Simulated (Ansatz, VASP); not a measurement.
Two plane-wave programs on Sb

```
Sb
1.0
     3.06117    0.00000    0.00000
     0.00000    3.06117    0.00000
     0.00000    0.00000    3.06117
Sb
1
Direct
  0.00000 0.00000 0.00000
```

Alike in both runs: functional PBE; dispersion D3(BJ); k mesh 14 × 14 × 14; occupations gaussian, width 0.1 eV; no spin polarisation.

Ansatz relaxed the structure, and its values are those at the end. VASP's run is a single point on that final structure, the one shown.

```csv
,VASP,Ansatz
version,VASP 6.6.1,Ansatz 0.2.0
potentials or method,"VASP PAW PBE potentials, release 64 (Sb)","scalar-relativistic, plane waves, PAW"
plane-wave cutoff (eV),520,420
valence electrons in the cell,5,15
```

```csv
,VASP,Ansatz,Ansatz less VASP
gap on the k mesh at the Fermi level (eV),none,none,-
pressure (GPa),0.0,0.0,0.00
```

A gap of «none» marks a metal or a gap that the smearing closes. The functional is the same, so the differences come from potentials, cutoffs and numerics. The two sets of potentials don't hold the same shells in valence.

Caveats: pairwise dispersion overbinds metals, which lowers pressure and volume. The runs have no spin-orbit coupling, so splittings on Sb are missing.
